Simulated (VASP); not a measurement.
Consider the following.

```
CELL_PARAMETERS angstrom
      4.14554     0.00000     0.00000
      0.00000     4.14554     0.00000
      0.00000     0.00000     4.14554
ATOMIC_POSITIONS crystal
  Cs 0.00000 0.00000 0.00000
  Br 0.50000 0.50000 0.50000
```

These are LDA (Ceperley-Alder, Perdew-Zunger), VASP's LDA PAW potentials (set 64) (plane waves; VASP 6.6.1) values and carry that method's errors. Run with 400 eV cut-off, 7×7×7 Γ-centred mesh, Gaussian smearing of 0.010 eV, potentials Cs_sv Br.

Problem. Give the electronic dielectric tensor ε∞ (DFPT, local fields included).

Solution. 
```
3.37  0.00  0.00
0.00  3.37  0.00
0.00  0.00  3.37
```

Problem. Give the Born effective charges.

Solution. 
| atom | Z*xx | Z*yy | Z*zz | mean |
|---|---|---|---|---|
| Cs1 | 1.33 | 1.33 | 1.33 | 1.33 |
| Br2 | -1.33 | -1.33 | -1.33 | -1.33 |

Problem. And the static tensor with the ions free?

Solution. 
```
7.01  0.00  0.00
0.00  7.01  0.00
0.00  0.00  7.01
```

Problem. Which frequencies do the optical Γ-point modes have (no LO-TO splitting)?

Solution. 82 (×3) cm⁻¹.

The compound is CsBr in the CsCl type structure. It was relaxed first, which changed the volume by -10 %.
